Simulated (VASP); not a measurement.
Write the native input for VASP 6.6.1 that does the following.

| Item | Value |
| --- | --- |
| Task | relaxation of cell and atoms |
| Functional | PBE |
| Potentials or basis | VASP PAW PBE potentials, release 64 (K_sv, Mg, F) |
| Cutoff | 600 eV |
| k mesh | 6 × 6 × 6 |
| Occupations | gaussian, width 0.02 eV |
| Spin | no spin polarisation |
| Dipole correction | no |
| Further INCAR settings | ALGO = Fast; EDIFF = 1e-06; IBRION = 2; EDIFFG = -0.005; NSW = 100; ISIF = 3 |

The structure of KMgF3 lies in POSCAR:

```
KMgF3
1.0
    3.9784682300      0.0000000000      0.0000000000
    0.0000000000      3.9784682300      0.0000000000
    0.0000000000      0.0000000000      3.9784682300
K Mg F
1 1 3
Direct
    0.5000000000      0.5000000000      0.5000000000
    0.0000000000      0.0000000000      0.0000000000
    0.0000000000      0.5000000000      0.0000000000
    0.0000000000      0.0000000000      0.5000000000
    0.5000000000      0.0000000000      0.0000000000
```

The cell is a database's computed one.

One way to write it, as run:

INCAR

```
SYSTEM = KMgF3
  PREC = Accurate
  ENCUT = 600
  EDIFF = 1E-6
  ISMEAR = 0
  SIGMA = 0.02
  LREAL = .FALSE.
  LASPH = .TRUE.
  NELM = 80
  ALGO = Fast
  ISIF = 3
  LWAVE = .FALSE.
  LCHARG = .FALSE.
  GGA = PE
  IBRION = 2
  NSW = 100
  EDIFFG = -0.005
```

KPOINTS

```
regular mesh
0
G
  6 6 6
  0 0 0
```

Potentials or basis: VASP PAW PBE potentials, release 64 (K_sv, Mg, F).

Command:

```console
$ cat potpaw_PBE.64/K_sv/POTCAR potpaw_PBE.64/Mg/POTCAR potpaw_PBE.64/F/POTCAR > POTCAR
$ mpirun -np 1 vasp_std > vasp.out
```

It gave:

```json
{"Relaxed volume": "13.24 Å³/atom", "Relaxed cell": "a = 4.045 Å, b = 4.045 Å, c = 4.045 Å, α = 90.00°, β = 90.00°, γ = 90.00°", "Space group after relaxing (to 0.05 Å)": "Pm-3m (No. 221)", "Energy gained by relaxing": "7.1 meV/atom", "Ionic steps": "4", "Pressure after relaxing": "0.0 GPa", "Band gap on the k mesh": "6.98 eV, indirect (least direct gap 7.30 eV)"}
```

Run time: 92 s on 1 thread of Intel(R) Xeon(R) Platinum 8375C CPU @ 2.90GHz (Ice Lake), on a shared host, peak memory 0.19 GiB.
